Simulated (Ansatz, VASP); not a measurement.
Two plane-wave programs on Si

```xyz
4
Lattice="2.3820 -3.8069 0.0000 2.3820 3.8069 0.0000 0.0000 0.0000 3.7447" Properties=species:S:1:pos:R:3 pbc="T T T"
Si    2.3820    2.6837    3.1928
Si    2.3820   -1.1233    2.4242
Si    2.3820   -2.6837    0.5519
Si    2.3820    1.1233    1.3205
```

Alike in both runs: functional PBE; k mesh 6 × 6 × 4; occupations gaussian, width 0.1 eV; no spin polarisation.

Ansatz relaxed the structure, and its values are those at the end. VASP's run is a single point on that final structure, the one shown.

|  | VASP | Ansatz |
| --- | --- | --- |
| version | VASP 6.6.1 | Ansatz 0.2.0 |
| potentials or method | VASP PAW PBE potentials, release 64 (Si) | scalar-relativistic, plane waves, PAW |
| plane-wave cutoff (eV) | 520 | 420 |
| valence electrons in the cell | 16 | 16 |

```csv
,VASP,Ansatz,Ansatz less VASP
gap on the k mesh at the Fermi level (eV),none,none,-
pressure (GPa),-0.1,-0.1,+0.07
rms of the force components (eV/Å),0.005,0.007,+0.0025
```

A gap of «none» marks a metal or a gap that the smearing closes.

Caveats: the k mesh is coarse (spacing up to 0.42 Å⁻¹), so the values aren't converged.
